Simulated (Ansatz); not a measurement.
## Zr: band structure with PBE+U

Crystal: Zr.

```
Zr
1.0
     0.00000    2.25500    2.25500
     2.25500    0.00000    2.25500
     2.25500    2.25500    0.00000
Zr
1
Direct
  0.00000 0.00000 0.00000
```

This isn't the form of Zr at room conditions, which is hcp.

```json
{
  "Program": "Ansatz 0.2.0",
  "Task": "band structure",
  "Functional": "PBE",
  "Potentials or basis": "all-electron LAPW, scalar-relativistic",
  "Cutoff": "173 eV (chosen from the basis error)",
  "Basis error allowed": "0.001 eV/atom",
  "k mesh": "8 × 8 × 8",
  "Occupations": "cold, width 0.1 eV",
  "Spin": "non-collinear spin, random start",
  "Starting moments": "[[-0.151, 0.186, -0.124]] μB",
  "Hubbard terms": "Zr d U = 3.5 eV",
  "Start of the occupations": "auto",
  "Double counting": "amf",
  "Hubbard projectors": "ortho-atomic"
}
```

The pressure is 0.7 GPa. The band gap along the path is none (metal or under the smearing width) and the net moment is 0.00 μB per cell. The absolute moment is 0.00 μB per cell.

Levels at the corners of the path, in eV from the Fermi level:
```tsv
point	band 19	band 20	band 21	band 22	band 23	band 24	band 25	band 26
Γ	-5.58	-5.58	0.89	0.89	0.89	0.89	0.89	0.89
X	-2.90	-2.90	-2.33	-2.33	3.07	3.07	5.42	5.42
W	-1.63	-1.63	-0.48	-0.48	-0.48	-0.48	2.57	2.57
K	-2.05	-2.05	-1.42	-1.42	0.88	0.88	3.53	3.53
Γ	-5.58	-5.58	0.89	0.89	0.89	0.89	0.89	0.89
L	-3.05	-3.05	0.85	0.85	0.85	0.85	1.14	1.14
U	-2.05	-2.05	-1.42	-1.42	0.88	0.88	3.53	3.53
W	-1.63	-1.63	-0.48	-0.48	-0.48	-0.48	2.57	2.57
```

Moments on the atoms (μB; x, y, z):
```
Zr  0.00 0.00 0.00
```

Wall time 2.1 min on 1 thread of Arm Neoverse V2, with other jobs on the host, peak memory 0.79 GiB.

Caveat: the program listed the state as in doubt; U is the effective U less J, on atomic orbitals that reach past the spheres; the k mesh is thin for a metal, which can move the energy by tens of meV per atom; the U is typed as a test and isn't derived for this compound; the starting moments weren't kept. The state reached can hang on the start; a lower one may exist.
